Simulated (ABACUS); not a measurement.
The system is SnSe2.

```
Sn Se
1.0
     3.81100    0.00000    0.00000
    -1.90550    3.30042    0.00000
     0.00000    0.00000    6.13600
Sn Se
1 2
Direct
  0.00000 0.00000 0.00000
  0.66667 0.33333 0.75100
  0.33333 0.66667 0.24900
```

Base run:

```yaml
Program: ABACUS 3.10.1
Functional: rPW86PBE
Potentials_or_basis: Ansatz NC PBE
Cutoff: 1184 eV
Density_cutoff: 4735 eV
Basis: plane waves
k_mesh: 6 × 6 × 4
Occupations: fermi-dirac, width 0.05 eV
Spin: no spin polarisation
```

Its results: band gap on the k mesh 0.81 eV, indirect (least direct gap 1.00 eV); pressure 8.7 GPa; largest force 1.082 eV/Å.

Problem. The run is repeated on the same cell with these changes: functional from rPW86PBE to LDA; potentials or basis from Ansatz NC PBE to PseudoDojo NC SR 0.4.1 LDA standard. What comes out?

Solution. Band gap on the k mesh 0.66 eV, indirect (least direct gap 0.84 eV); pressure 1.0 GPa; largest force 0.493 eV/Å.

Caveats: spin-orbit coupling is left out, which moves the levels of the heavy elements; the potentials were made for another functional, which shifts forces and pressure (some runs).

A k mesh can miss the band edges.

Not every run made on this cell is shown here.
